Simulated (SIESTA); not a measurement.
**CaF2 (Fluorite) under changes of volume**

One of the cells (13.579 Å³/atom); the others are scaled copies at fixed shape and fractional positions:

```
Ca F
1.0
     0.00000    2.73100    2.73100
     2.73100    0.00000    2.73100
     2.73100    2.73100    0.00000
Ca F
1 2
Cartesian
  0.0000 0.0000 0.0000
  4.0965 4.0965 4.0965
  1.3655 1.3655 1.3655
```

| Item | Value |
| --- | --- |
| Program | SIESTA 5.4.2 |
| Functional | LDA |
| Potentials or basis | PseudoDojo 0.4 standard (LDA files) |
| Basis | DZP (energy shift 0.003 Ry; two zetas on semicore shells; d shell added on Ca) |
| Grid cutoff | 800 Ry |
| Energy shift | 0.003 Ry |
| k mesh | 8 × 8 × 8 |
| Occupations | fermi-dirac, width 0.05 eV |
| Spin | no spin polarisation |

```csv
volume (Å³/atom),energy over the lowest point (meV/atom),pressure (GPa),gap on the mesh (eV)
12.764,0.00,-1.1,7.34
13.036,?,?,?
13.308,10.12,-4.8,7.08
13.579,19.69,-6.4,6.95
13.851,31.73,-7.8,6.84
14.122,45.96,-9.0,6.72
14.394,62.20,-10.1,6.61
```

Q: What does the run at 13.036 Å³/atom give?

A: Energy over the lowest point 3.49 meV/atom; pressure -3.0 GPa; gap on the mesh 7.21 eV.

Worked out: A Birch-Murnaghan fit of order 3 (a polynomial in V^(-2/3)) to the other rows has its minimum at 12.64 Å³/atom, just outside them, with B0 = V·E''(V) = 107 GPa and B' = 5.0. It gives 3.44 meV/atom at 13.036 Å³/atom, against the run's 3.49, and -dE/dV = -3.0 GPa, against -3.0. A straight line through the other rows of the gap, of slope -6.07 eV per unit of ln V, gives 7.21 eV, against the run's 7.21.

Energies are extrapolated to zero smearing.

Caveats: the basis of atomic orbitals isn't converged, which shifts pressures, moduli and gaps.

A mesh can miss the band edges.
